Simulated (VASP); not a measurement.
# KI: K into a neighbouring K vacancy, part 2 of 2

Aim: the barrier for one hop in KI: K into a neighbouring K vacancy. The start is a cell from a database of measured crystal structures.

VASP 6.6.1; PBEsol; plane waves and PAW (I, K_pv).

So far. Step 3 (Relax the start): The run ended after 7 ionic steps, 0.158 eV below its first step, once the forces on the free atoms met EDIFFG = -0.05. Step 4 (Relax the end): The run ended after 7 ionic steps, 0.180 eV below its first step, once the forces on the free atoms met EDIFFG = -0.05.

## Step 5: Nudged elastic band

Images on a straight line between the ends relax across the path, while springs keep them spaced along it.

This cell carries charge -1, set by NELECT and balanced by a uniform background.

Contents of INCAR:

```
SYSTEM = K26I27
PREC = Normal
ENCUT = 280
EDIFF = 1E-05
NELM = 120
ISMEAR = 0
SIGMA = 0.05
LREAL = Auto
ALGO = Fast
GGA = PS
NELECT = 372
NBANDS = 228
LWAVE = .FALSE.
LCHARG = .FALSE.
NCORE = 2
LASPH = .TRUE.
IMAGES = 3
SPRING = -5
IBRION = 1
POTIM = 0.3
NSW = 50
EDIFFG = -0.05
ISYM = 0
ISIF = 0
```

Contents of POSCAR:

```
K26I27
1.0
    0.0000000000     10.5846561690     10.5846561690
   10.5846561690      0.0000000000     10.5846561690
   10.5846561690     10.5846561690      0.0000000000
I K
27 26
Direct
    0.1669809874      0.1673164998      0.1683724639
    0.1674450842      0.1675066675      0.4980203016
    0.1709468889      0.1700969477      0.8296752222
    0.1667840759      0.4977290796      0.1677521300
    0.1643758628      0.4997053134      0.5001729028
    0.1651655811      0.5001152292      0.8349886994
    0.1710515125      0.8284526659      0.1716997139
    0.1661088412      0.8341833407      0.4991724388
    0.1720331902      0.8274724475      0.8278119465
    0.4975248224      0.1672003688      0.1676342566
    0.4986501068      0.1673867592      0.4998601236
    0.4985326814      0.1658919977      0.8354298221
    0.4999219831      0.5000826907      0.1657488754
    0.4994887083      0.4998217181      0.5001883521
    0.4988481054      0.4994174106      0.8346949822
    0.4991407780      0.8339136442      0.1668634840
    0.5010821654      0.8335990373      0.4998838330
    0.5021135583      0.8319153820      0.8328406214
    0.8277002032      0.1721120513      0.1714852449
    0.8328722192      0.1658811375      0.5004877272
    0.8276402887      0.1708248504      0.8299257490
    0.8339587668      0.4994017948      0.1663278713
    0.8336201693      0.4992290651      0.5006917067
    0.8329967265      0.5022850945      0.8327006700
    0.8293488959      0.8286144839      0.1708178384
    0.8313199045      0.8322256258      0.5033145378
    0.8319774324      0.8327709442      0.8322627796
    0.9989615894      0.0000239276      0.3282304881
    0.9997669482      0.0001874100      0.6718395113
    0.0004298956      0.3275692074      0.0003579915
    0.9988144203      0.3334806966      0.3344586682
    0.9995170061      0.3266215188      0.6732026237
    0.9997820220      0.6716019971      0.9998409582
    0.9994376215      0.6720194578      0.3285271020
    0.0011761843      0.6666421923      0.6659207468
    0.3277523125      0.9997321234      0.0004366826
    0.3337912168      0.9988867896      0.3341355221
    0.3284085607      0.9994517405      0.6720697182
    0.3329978590      0.3336529275      0.9999692338
    0.3334263353      0.3339443128      0.3330489601
    0.3307153737      0.3330023630      0.6686304875
    0.3274540287      0.6720536451      0.9997451966
    0.3319776893      0.6671164897      0.3324901814
    0.3333230829      0.6670355244      0.6663995227
    0.6717306948      0.9993594782      0.0004964497
    0.6717453335      0.0002560797      0.3279524877
    0.6645957579      0.0015464937      0.6667828113
    0.6713759866      0.3285645377      0.9998970584
    0.6665872858      0.3329733079      0.3325939527
    0.6667955826      0.3317789763      0.6683259969
    0.6663640720      0.6665218709      0.0009810721
    0.6681292891      0.6673906371      0.3320454227
    0.6664376249      0.6645460135      0.6676076224
```

Contents of KPOINTS:

```
Automatic mesh
0
Gamma
1 1 1
0 0 0
```

Contents of 00/POSCAR:

```
K26I27
1.0
    0.0000000000     10.5846561690     10.5846561690
   10.5846561690      0.0000000000     10.5846561690
   10.5846561690     10.5846561690      0.0000000000
I K
27 26
Direct
    0.1669809874      0.1673164998      0.1683724639
    0.1674450842      0.1675066675      0.4980203016
    0.1709468889      0.1700969477      0.8296752222
    0.1667840759      0.4977290796      0.1677521300
    0.1643758628      0.4997053134      0.5001729028
    0.1651655811      0.5001152292      0.8349886994
    0.1710515125      0.8284526659      0.1716997139
    0.1661088412      0.8341833407      0.4991724388
    0.1720331902      0.8274724475      0.8278119465
    0.4975248224      0.1672003688      0.1676342566
    0.4986501068      0.1673867592      0.4998601236
    0.4985326814      0.1658919977      0.8354298221
    0.4999219831      0.5000826907      0.1657488754
    0.4994887083      0.4998217181      0.5001883521
    0.4988481054      0.4994174106      0.8346949822
    0.4991407780      0.8339136442      0.1668634840
    0.5010821654      0.8335990373      0.4998838330
    0.5021135583      0.8319153820      0.8328406214
    0.8277002032      0.1721120513      0.1714852449
    0.8328722192      0.1658811375      0.5004877272
    0.8276402887      0.1708248504      0.8299257490
    0.8339587668      0.4994017948      0.1663278713
    0.8336201693      0.4992290651      0.5006917067
    0.8329967265      0.5022850945      0.8327006700
    0.8293488959      0.8286144839      0.1708178384
    0.8313199045      0.8322256258      0.5033145378
    0.8319774324      0.8327709442      0.8322627796
    0.9989615894      0.0000239276      0.3282304881
    0.9997669482      0.0001874100      0.6718395113
    0.0004298956      0.3275692074      0.0003579915
    0.9988144203      0.3334806966      0.3344586682
    0.9995170061      0.3266215188      0.6732026237
    0.9997820220      0.6716019971      0.9998409582
    0.9994376215      0.6720194578      0.3285271020
    0.0011761843      0.6666421923      0.6659207468
    0.3277523125      0.9997321234      0.0004366826
    0.3337912168      0.9988867896      0.3341355221
    0.3284085607      0.9994517405      0.6720697182
    0.3329978590      0.3336529275      0.9999692338
    0.3334263353      0.3339443128      0.3330489601
    0.3307153737      0.3330023630      0.6686304875
    0.3274540287      0.6720536451      0.9997451966
    0.3319776893      0.6671164897      0.3324901814
    0.3333230829      0.6670355244      0.6663995227
    0.6717306948      0.9993594782      0.0004964497
    0.6717453335      0.0002560797      0.3279524877
    0.6645957579      0.0015464937      0.6667828113
    0.6713759866      0.3285645377      0.9998970584
    0.6665872858      0.3329733079      0.3325939527
    0.6667955826      0.3317789763      0.6683259969
    0.6663640720      0.6665218709      0.0009810721
    0.6681292891      0.6673906371      0.3320454227
    0.6664376249      0.6645460135      0.6676076224
```

Contents of 01/POSCAR:

```
K26I27
1.0
    0.0000000000     10.5846561690     10.5846561690
   10.5846561690      0.0000000000     10.5846561690
   10.5846561690     10.5846561690      0.0000000000
I K
27 26
Direct
    0.1679409070      0.1681406400      0.1670909794
    0.1674062102      0.1673568586      0.4987463949
    0.1700677608      0.1693361002      0.8300243428
    0.1663264222      0.4983642270      0.1678887664
    0.1651070903      0.4993283736      0.5003234440
    0.1653216959      0.5000317383      0.8344495847
    0.1712142439      0.8284644430      0.1693298025
    0.1671868281      0.8325840604      0.5006429288
    0.1702609506      0.8287997862      0.8297686604
    0.4978682783      0.1668035473      0.1677633485
    0.4983548438      0.1674017597      0.5001730067
    0.4986116028      0.1663933939      0.8349868160
    0.5001164836      0.4997781859      0.1661532370
    0.4996086136      0.4999727049      0.4998360468
    0.4988264926      0.4997795625      0.8344707127
    0.4997792744      0.8335204458      0.1665990394
    0.5004555774      0.8337657048      0.4998655752
    0.5015382076      0.8324562909      0.8329850799
    0.8279022688      0.1716715909      0.1692374398
    0.8317762179      0.1671106316      0.5017193402
    0.8293988006      0.1696272254      0.8306121679
    0.8335937093      0.4999758789      0.1660651478
    0.8335391956      0.4995412642      0.5001694184
    0.8331687432      0.5017305178      0.8327377939
    0.8298089009      0.8294808425      0.1697816521
    0.8304604872      0.8314365370      0.5037645354
    0.8319042793      0.8328528893      0.8332191849
    0.9990669084     -0.0000785262      0.2476813558
    0.9999564522     -0.0000950134      0.6694436966
    0.0003432924      0.3274827672      0.0015919794
    0.9989589960      0.3321374490      0.3342515283
    0.9995684926      0.3284398958      0.6714258207
    0.9998161740      0.6701890908      0.9998475800
    0.9994684904      0.6720823694      0.3296887849
    0.0005555098      0.6678968000      0.6650166134
    0.3279314165      0.9998748651      0.0015727585
    0.3323225716      0.9988618705      0.3340904360
    0.3294212759      0.9993116747      0.6710739031
    0.3324368968      0.3334804755      1.0005502782
    0.3333826288      0.3337835395      0.3330957902
    0.3314457911      0.3332064679      0.6680316116
    0.3287528493      0.6707737165      1.0003113861
    0.3310176242      0.6681434352      0.3327144398
    0.3328226140      0.6671482269      0.6663574890
    0.6701806271      0.9999372063      0.0002883933
    0.6714773419      0.0001357564      0.3295346712
    0.6661322863      0.0013051037      0.6657278720
    0.6704272902      0.3293550610      1.0001362360
    0.6680035489      0.3316137112      0.3327825412
    0.6668823427      0.3321388268      0.6676348446
    0.6663042430      0.6664999134      0.0006534735
    0.6675313854      0.6672450643      0.3323639302
    0.6664493007      0.6654339939      0.6670500449
```

Contents of 02/POSCAR:

```
K26I27
1.0
    0.0000000000     10.5846561690     10.5846561690
   10.5846561690      0.0000000000     10.5846561690
   10.5846561690     10.5846561690      0.0000000000
I K
27 26
Direct
    0.1689008266      0.1689647801      0.1658094950
    0.1673673361      0.1672070497      0.4994724882
    0.1691886327      0.1685752528      0.8303734634
    0.1658687686      0.4989993744      0.1680254029
    0.1658383178      0.4989514338      0.5004739852
    0.1654778108      0.4999482474      0.8339104700
    0.1713769753      0.8284762202      0.1669598911
    0.1682648149      0.8309847802      0.5021134189
    0.1684887111      0.8301271250      0.8317253742
    0.4982117342      0.1664067258      0.1678924404
    0.4980595807      0.1674167603      0.5004858898
    0.4986905242      0.1668947901      0.8345438100
    0.5003109840      0.4994736810      0.1665575986
    0.4997285188      0.5001236917      0.4994837416
    0.4988048799      0.5001417144      0.8342464432
    0.5004177708      0.8331272474      0.1663345947
    0.4998289894      0.8339323723      0.4998473174
    0.5009628568      0.8329971997      0.8331295384
    0.8281043344      0.1712311304      0.1669896348
    0.8306802166      0.1683401256      0.5029509532
    0.8311573126      0.1684296004      0.8312985868
    0.8332286519      0.5005499629      0.1658024243
    0.8334582219      0.4998534634      0.4996471300
    0.8333407600      0.5011759411      0.8327749178
    0.8302689060      0.8303472011      0.1687454658
    0.8296010699      0.8306474481      0.5042145330
    0.8318311262      0.8329348344      0.8341755902
    0.9991722274     -0.0001809799      0.1671322234
    1.0001459561     -0.0003774369      0.6670478820
    0.0002566891      0.3273963269      0.0028259674
    0.9991035717      0.3307942014      0.3340443884
    0.9996199792      0.3302582728      0.6696490178
    0.9998503260      0.6687761844      0.9998542019
    0.9994993593      0.6721452810      0.3308504678
   -0.0000651646      0.6691514076      0.6641124801
    0.3281105206      1.0000176068      0.0027088344
    0.3308539264      0.9988369514      0.3340453498
    0.3304339912      0.9991716089      0.6700780880
    0.3318759346      0.3333080236      1.0011313226
    0.3333389223      0.3336227662      0.3331426203
    0.3321762085      0.3334105728      0.6674327358
    0.3300516700      0.6694937879      1.0008775756
    0.3300575592      0.6691703808      0.3329386982
    0.3323221452      0.6672609294      0.6663154553
    0.6686305594      1.0005149344      0.0000803369
    0.6712093503      0.0000154331      0.3311168547
    0.6676688148      0.0010637138      0.6646729327
    0.6694785938      0.3301455843      1.0003754137
    0.6694198120      0.3302541146      0.3329711296
    0.6669691028      0.3324986772      0.6669436923
    0.6662444140      0.6664779558      0.0003258749
    0.6669334816      0.6670994914      0.3326824378
    0.6664609765      0.6663219743      0.6664924674
```

Contents of 03/POSCAR:

```
K26I27
1.0
    0.0000000000     10.5846561690     10.5846561690
   10.5846561690      0.0000000000     10.5846561690
   10.5846561690     10.5846561690      0.0000000000
I K
27 26
Direct
    0.1698607463      0.1697889202      0.1645280105
    0.1673284620      0.1670572408      0.5001985816
    0.1683095046      0.1678144053      0.8307225841
    0.1654111150      0.4996345219      0.1681620393
    0.1665695454      0.4985744940      0.5006245263
    0.1656339256      0.4998647564      0.8333713554
    0.1715397067      0.8284879973      0.1645899798
    0.1693428018      0.8293854999      0.5035839089
    0.1667164716      0.8314544637      0.8336820880
    0.4985551900      0.1660099043      0.1680215322
    0.4977643176      0.1674317608      0.5007987730
    0.4987694455      0.1673961863      0.8341008039
    0.5005054845      0.4991691762      0.1669619602
    0.4998484240      0.5002746785      0.4991314363
    0.4987832672      0.5005038662      0.8340221736
    0.5010562672      0.8327340491      0.1660701500
    0.4992024013      0.8340990399      0.4998290596
    0.5003875061      0.8335381086      0.8332739970
    0.8283063999      0.1707906700      0.1647418297
    0.8295842154      0.1695696197      0.5041825662
    0.8329158245      0.1672319754      0.8319850056
    0.8328635944      0.5011240470      0.1655397008
    0.8333772482      0.5001656625      0.4991248417
    0.8335127767      0.5006213644      0.8328120418
    0.8307289110      0.8312135598      0.1677092795
    0.8287416526      0.8298583592      0.5046645305
    0.8317579730      0.8330167794      0.8351319954
    0.9992775465     -0.0002834337      0.0865830910
    1.0003354600     -0.0006598603      0.6646520674
    0.0001700859      0.3273098866      0.0040599553
    0.9992481474      0.3294509537      0.3338372486
    0.9996714658      0.3320766498      0.6678722148
    0.9998844779      0.6673632781      0.9998608238
    0.9995302282      0.6722081927      0.3320121508
   -0.0006858391      0.6704060152      0.6632083468
    0.3282896246      1.0001603485      0.0038449102
    0.3293852812      0.9988120322      0.3340002636
    0.3314467064      0.9990315431      0.6690822729
    0.3313149725      0.3331355716      1.0017123669
    0.3332952159      0.3334619929      0.3331894505
    0.3329066259      0.3336146777      0.6668338600
    0.3313504906      0.6682138593      1.0014437650
    0.3290974941      0.6701973263      0.3331629566
    0.3318216763      0.6673736318      0.6662734216
    0.6670804918      1.0010926625     -0.0001277196
    0.6709413587     -0.0001048901      0.3326990382
    0.6692053432      0.0008223238      0.6636179934
    0.6685298975      0.3309361077      1.0006145914
    0.6708360751      0.3288945179      0.3331597181
    0.6670558630      0.3328585277      0.6662525400
    0.6661845849      0.6664559983     -0.0000017236
    0.6663355778      0.6669539186      0.3330009453
    0.6664726523      0.6672099547      0.6659348900
```

Contents of 04/POSCAR:

```
K26I27
1.0
    0.0000000000     10.5846561690     10.5846561690
   10.5846561690      0.0000000000     10.5846561690
   10.5846561690     10.5846561690      0.0000000000
I K
27 26
Direct
    0.1708206659      0.1706130604      0.1632465260
    0.1672895880      0.1669074319      0.5009246749
    0.1674303765      0.1670535578      0.8310717047
    0.1649534613      0.5002696693      0.1682986758
    0.1673007729      0.4981975542      0.5007750675
    0.1657900404      0.4997812655      0.8328322407
    0.1717024381      0.8284997744      0.1622200684
    0.1704207886      0.8277862196      0.5050543989
    0.1649442320      0.8327818024      0.8356388019
    0.4988986459      0.1656130828      0.1681506241
    0.4974690546      0.1674467613      0.5011116561
    0.4988483669      0.1678975825      0.8336577978
    0.5006999850      0.4988646714      0.1673663218
    0.4999683293      0.5004256653      0.4987791310
    0.4987616544      0.5008660181      0.8337979041
    0.5016947636      0.8323408507      0.1658057054
    0.4985758133      0.8342657074      0.4998108018
    0.4998121554      0.8340790174      0.8334184555
    0.8285084655      0.1703502096      0.1624940246
    0.8284882141      0.1707991138      0.5054141792
    0.8346743364      0.1660343504      0.8326714245
    0.8324985369      0.5016981310      0.1652769773
    0.8332962745      0.5004778617      0.4986025534
    0.8336847934      0.5000667877      0.8328491657
    0.8311889160      0.8320799184      0.1666730932
    0.8278822353      0.8290692704      0.5051145281
    0.8316848199      0.8330987245      0.8360884007
    0.9993828655     -0.0003858874      0.0060339587
    1.0005249640     -0.0009422837      0.6622562527
    0.0000834826      0.3272234464      0.0052939432
    0.9993927231      0.3281077061      0.3336301087
    0.9997229523      0.3338950268      0.6660954118
    0.9999186299      0.6659503717      0.9998674456
    0.9995610971      0.6722711043      0.3331738337
   -0.0013065136      0.6716606229      0.6623042134
    0.3284687287      1.0003030902      0.0049809861
    0.3279166360      0.9987871131      0.3339551775
    0.3324594216      0.9988914773      0.6680864578
    0.3307540103      0.3329631196      1.0022934113
    0.3332515094      0.3333012196      0.3332362806
    0.3336370433      0.3338187826      0.6662349841
    0.3326493112      0.6669339307      1.0020099545
    0.3281374290      0.6712242718      0.3333872150
    0.3313212074      0.6674863343      0.6662313879
    0.6655304241      1.0016703906     -0.0003357760
    0.6706733671     -0.0002252134      0.3342812217
    0.6707418716      0.0005809338      0.6625630541
    0.6675812011      0.3317266310      1.0008537690
    0.6722523382      0.3275349212      0.3333483066
    0.6671426231      0.3332183782      0.6655613877
    0.6661247559      0.6664340408     -0.0003293222
    0.6657376741      0.6668083457      0.3333194528
    0.6664843281      0.6680979351      0.6653773125
```

PAW data sets: I and K_pv (PBE family, release 64).

Started as:

```
mpirun -np 6 vasp_gam
```

The job ended after 32 min (6 MPI ranks of AMD EPYC 7R43, shared host; peak memory 2.2 GiB).

The path, image by image:

```tsv
image	path (A)	energy (eV)	K28: x, y, z (Å)
0	0.000	0.0000	3.474, 14.048, 10.574
1	1.449	0.2762	2.711, 13.291, 10.577
2	2.899	0.6038	1.760, 12.343, 10.567
3	4.351	0.2688	0.810, 11.392, 10.582
4	5.803	0.0071	0.060, 10.642, 10.574
```

This step gave:

```
electronic cycles                        : 155
path length                              : 5.803 Å
barrier                                  : 0.6038 eV
barrier in the reverse direction         : 0.5967 eV
barrier from a spline through the images : 0.6038 eV
reaction energy                          : 0.007113 eV
```

What the program prints for this run, and its count of cycles, belong to image 1; the force that counts for the threshold is the band's, across the path.

## Step 6: Outcome

```yaml
hop: K into a neighbouring K vacancy
barrier: 0.604 eV
barrier_in_the_reverse_direction: 0.597 eV
barrier_from_a_spline_through_the_images: 0.604 eV
reaction_energy: 0.00711 eV
path_length: 5.80 Å
```

In words: The barrier is 0.60 eV forwards and 0.60 eV backwards. With an attempt frequency of 10¹³ per second, taken as a typical value, this barrier gives about 10^3 hops a second at 300 K. Both ends are alike and an image sits at the midpoint, which is the saddle if the path is symmetric. The band met its force threshold after 22 steps. Cell and mesh are small and were not tested. The band started on a straight line, so other routes may lie lower.

[Lines on the potential files, build, host, timing and source positions are cut from VASP's logs without a mark.]

[Logs are printed without paths, hosts, clocks, repeated set-up lines and the standing remarks that a program may print on its own settings, such as how far it seeks lower states.]

[Hosts, paths, dates, database ids (printed as entryN), source tags and the programs' standing remarks are cut or masked in the printed files.]

[Runs that stopped without an error message from VASP are left out.]
